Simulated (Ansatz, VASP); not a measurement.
One calculation of CsI, two programs

```xyz
2
Lattice="4.5071 0.0000 0.0000 0.0000 4.5071 0.0000 0.0000 0.0000 4.5071" Properties=species:S:1:pos:R:3 pbc="T T T"
Cs    0.0000    0.0000    0.0000
I     2.2535    2.2535    2.2535
```

Alike in both runs: functional PBEsol; k mesh 6 × 6 × 6; no spin polarisation.

Ansatz relaxed the structure, and its values are those at the end. VASP's run is a single point on that final structure, the one shown.

```csv
,VASP,Ansatz
version,VASP 6.6.1,Ansatz 0.2.0
potentials or method,"VASP PAW PBE potentials, release 64 (Cs_sv, I)","scalar-relativistic, plane waves, PAW"
plane-wave cutoff (eV),520,420
occupations,"gaussian, width 0.01 eV",fixed
valence electrons in the cell,16,26
```

```tsv
	VASP	Ansatz	Ansatz less VASP
gap on the k mesh at the Fermi level (eV)	3.83	3.85	+0.014
least direct gap on the mesh (eV)	3.91	3.92	+0.010
pressure (GPa)	0.1	0.0	-0.05
```

The two sets of potentials don't hold the same shells in valence.

Caveats: the PAW data sets were made with another functional, which shifts forces and pressure a little (VASP); spin-orbit coupling is left out, which moves the levels of the heavy elements. A k mesh can miss the band edges.
